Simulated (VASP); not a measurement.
The system is GaN.

```xyz
2
Lattice="0.0000 2.1352 2.1352 2.1352 0.0000 2.1352 2.1352 2.1352 0.0000" Properties=species:S:1:pos:R:3 pbc="T T T"
Ga    0.0000    0.0000    0.0000
N     2.1352    2.1352    2.1352
```

Measurements of this composition are mostly on another form, of space group No. 186.

Program: VASP 6.6.1. Alike in all runs: task single point; no spin polarisation; cell as given.

**Question.** Order these runs on this cell by their pressure, lowest first.
A. level HSE(alpha, omega); potentials or basis VASP PAW PBE potentials, release 64 (Ga_d, N); k mesh 6 × 6 × 6; cutoff (eV) 520; smearing fermi-dirac 0.05 eV; share of exact exchange 0.5; grid for exact exchange (PRECFOCK) Fast; mesh quality coarse
B. level PBE; potentials or basis VASP PAW PBE potentials, release 64 (Ga_d_GW, N_GW); k mesh 6 × 6 × 6; cutoff (eV) 500; smearing gaussian 0.02 eV; mesh quality coarse
C. level r2SCAN; potentials or basis VASP PAW PBE potentials, release 64 (Ga_d, N); k mesh 13 × 13 × 13; cutoff (eV) 900; smearing gaussian 0.05 eV; mesh quality not flagged

**Answer.** A (-17.5 GPa), C (-7.3 GPa), B (-0.8 GPa).

Caveats: some runs use coarse meshes; the PAW data sets were made with another functional, which shifts forces and pressure a little (some runs); the cutoff is under 1.25 times the usual one of these potentials, so pressure, stress and relaxed cells hold a basis-set (Pulay) error (some runs).
